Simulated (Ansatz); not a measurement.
# Cu: the cost of one run

Computed with Ansatz 0.2.0 (DFT PBE, scalar-relativistic, plane waves, PAW, unless a step's input says otherwise).

3 further runs of the same task are left out: 3 set aside as unsound or not needed.

### 1 The starting structure

The structure is cubic, space group Fm-3m (No. 225). Conventional cell: a = 3.630 Å, b = 3.630 Å, c = 3.630 Å, α = 90.00°, β = 90.00°, γ = 90.00°. Around Cu (site symmetry m-3m) lie 12 Cu at 2.57 Å.

Structure file:

```cif
data_structure
_symmetry_space_group_name_H-M 'Fm-3m'
_symmetry_Int_Tables_number 225
_cell_length_a 3.6303
_cell_length_b 3.6303
_cell_length_c 3.6303
_cell_angle_alpha 90.000
_cell_angle_beta 90.000
_cell_angle_gamma 90.000
_cell_volume 47.85
loop_
_atom_site_label
_atom_site_type_symbol
_atom_site_symmetry_multiplicity
_atom_site_Wyckoff_symbol
_atom_site_fract_x
_atom_site_fract_y
_atom_site_fract_z
_atom_site_occupancy
Cu1 Cu 4 a 0.00000 0.00000 0.00000 1
```

This cell was relaxed beforehand with the same method: volume 11.96 Å³/atom, gap on the mesh none (metal).

### 2 Relaxing at 7 GPa

What is minimised here is the enthalpy; the energy can go up as the cell is squeezed.

input.yaml

```yaml
crystal:
  lattice:
    - [0.0, 1.8151656788, 1.8151656788]
    - [1.8151656788, 0.0, 1.8151656788]
    - [1.8151656788, 1.8151656788, 0.0]
  atoms:
    - { symbol: Cu, position: [0.0, 0.0, 0.0] }
basis:
  ecutwfc: 420
kpoints:
  mp_grid: { grid: [20, 20, 20] }
hamiltonian:
  xc: pbe
scf:
  occupations: { method: fermi_dirac, width: 0.15 }
output:
  forces: true
  stress: true
  eigenvalues: true
relax:
  adjacent_minimum: "off"
  f_tol: 0.001
  max_steps: 60
  cell: { stress_tol: 0.02, p_target: 7.0 }
```

Run with:

```
ansatz run input.yaml --threads 1 --pin off --max-ram 3072MiB --backend cpu --events-out ev --progress --plain --runs-dir out
```

What time and memory should one allow on 1 thread of AMD EPYC 7R13 (Zen 3), shared host?

About 17 s, with a peak of 0.4 GiB.
